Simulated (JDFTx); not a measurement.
RbCl under changes of volume

One of the cells (35.094 Å³/atom); the others are scaled copies at fixed shape and fractional positions:

```xyz
2
Lattice="0.0000 3.2740 3.2740 3.2740 0.0000 3.2740 3.2740 3.2740 0.0000" Properties=species:S:1:pos:R:3 pbc="T T T"
Rb    0.0000    0.0000    0.0000
Cl    3.2740    3.2740    3.2740
```

```yaml
Program: JDFTx 1.7.0 (patched build)
Functional: LDA
Potentials_or_basis: PseudoDojo-SR-LDA-0.4.1-standard with smoothed tails
Cutoff: 762 eV
Density_cutoff: 6095 eV
k_mesh: 7 × 7 × 7
Occupations: fermi-dirac, width 0.05 eV
Spin: no spin polarisation
```

| volume (Å³/atom) | energy over the lowest point (meV/atom) | pressure (GPa) | gap on the mesh (eV) |
| --- | --- | --- | --- |
| 32.989 | 0.00 | -0.4 | 4.79 |
| 33.690 | 2.45 | -0.8 | 4.72 |
| 34.392 | 6.53 | -1.1 | 4.66 |
| 35.094 | 12.04 | -1.4 | 4.60 |
| 35.796 | ? | ? | ? |
| 36.498 | 26.61 | -1.9 | 4.48 |
| 37.200 | 35.38 | -2.1 | 4.42 |

Q: What does the run at 35.796 Å³/atom give?

A: Energy over the lowest point 18.78 meV/atom; pressure -1.7 GPa; gap on the mesh 4.54 eV.

Worked out: A Birch-Murnaghan fit of order 3 (a polynomial in V^(-2/3)) to the other rows has its minimum at 32.43 Å³/atom, just outside them, with B0 = V·E''(V) = 22 GPa and B' = 5.2. It gives 18.78 meV/atom at 35.796 Å³/atom, against the run's 18.78, and -dE/dV = -1.7 GPa, against -1.7. A straight line through the other rows of the gap, of slope -3.05 eV per unit of ln V (its deformation potential), gives 4.54 eV, against the run's 4.54.

Energies are extrapolated to zero smearing.

Caveats: an odd mesh through Γ misses points on the zone boundary, where band edges often lie (some runs). Spin-orbit coupling on Rb is left out.
